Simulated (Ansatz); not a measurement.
Here is an Ansatz 0.2.0 calculation.

Contents of input.yaml:

```yaml
crystal:
  lattice:
    - [-1.62547, 1.62547, 2.4737]
    - [1.62547, -1.62547, 2.4737]
    - [1.62547, 1.62547, -2.4737]
  atoms:
    - { symbol: In, position: [0.0, 0.0, 0.0] }
hamiltonian:
  xc: pbe
  pseudopotentials: { kind: paw }
kpoints:
  mp_grid: { grid: [11, 11, 11] }
scf:
  occupations: { method: gaussian, width: 0.023 }
output:
  forces: true
  stress: true
  eigenvalues: true
```

Potentials or basis: Ansatz PAW.

Command:

```sh
$ ansatz run input.yaml --threads 2 --pin off --max-ram 5632MiB --backend cpu --events-out ev --progress --plain --runs-dir out
```

(1) Predict the band gap on the k mesh.

(2) What does it give for the pressure?

Answers

(1) none (metal or under the smearing width).

(2) 2.0 GPa.
